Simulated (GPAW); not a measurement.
A run of GPAW 26.7.0 is set up as follows.

File run.py:

```python
import numpy as np
from ase.io import read
from ase.units import Bohr, Ha
from gpaw import GPAW, PW
from gpaw.hybrids.energy import non_self_consistent_energy
from gpaw.xc.rpa import RPACorrelation

atoms = read('POSCAR')

for x in [0.94, 0.97, 1.0, 1.03, 1.06]:
    ecuts = np.array([160.0, 200.0, 250]) * x**(-2 / 3)  # the same plane waves at each volume
    a = atoms.copy()
    a.set_cell(atoms.cell * x**(1 / 3), scale_atoms=True)
    calc = GPAW(mode=PW(450),
                xc='PBE',
                kpts={'size': (3, 3, 3), 'gamma': True},
                occupations={'name': 'fermi-dirac', 'width': 0.001},
                nbands=19,
                convergence={'density': 1e-06},
                maxiter=150,
                txt=f'gs-{x:.2f}.txt')
    a.calc = calc
    dft = a.get_potential_energy(force_consistent=True)
    calc.write(f'gs-{x:.2f}.gpw')
    exx = non_self_consistent_energy(calc, 'EXX').sum()
    calc.diagonalize_full_hamiltonian(nbands=int(a.get_volume() / Bohr**3 * (ecuts[-1] / Ha)**1.5 * 2**0.5 / 3 / np.pi**2) + 30)
    calc.write(f'full-{x:.2f}.gpw', mode='all')
    ec = RPACorrelation(f'full-{x:.2f}.gpw', ecut=ecuts, nfrequencies=16, skip_gamma=False, txt=f'rpa-{x:.2f}.txt').calculate()
    slope, ec_inf = np.polyfit(ecuts**-1.5, ec, 1)
    print(f'V = {a.get_volume():.4f} A^3: DFT {dft:.5f}, EXX {exx:.5f}, correlation', *ec.round(5), f'extrapolated {ec_inf:.5f}, total {exx + ec_inf:.5f} eV', flush=True)
```

Contents of POSCAR:

```
PbSe
1.0
    0.0000000000      3.0606500000      3.0606500000
    3.0606500000      0.0000000000      3.0606500000
    3.0606500000      3.0606500000      0.0000000000
Pb Se
1 1
Direct
    0.0000000000      0.0000000000      0.0000000000
    0.5000000000      0.5000000000      0.5000000000
```

Potentials or basis: GPAW PAW data sets (gpaw-data 1.2.1), pw.

The run is started by

```console
$ OMP_NUM_THREADS=1 python run.py
```

(1) Estimate the equilibrium volume.

(2) What does it give for the bulk modulus?

Results:

(1) 28.17 Å³/atom (rough: see the caveat).

(2) 62 GPa (rough).

Caveat: the k mesh is coarse (spacing up to 0.59 Å⁻¹), so the values aren't converged; the fit is doubtful: noisy points or a state that changes with volume; the long-wavelength limit can be off by a per cent or two.
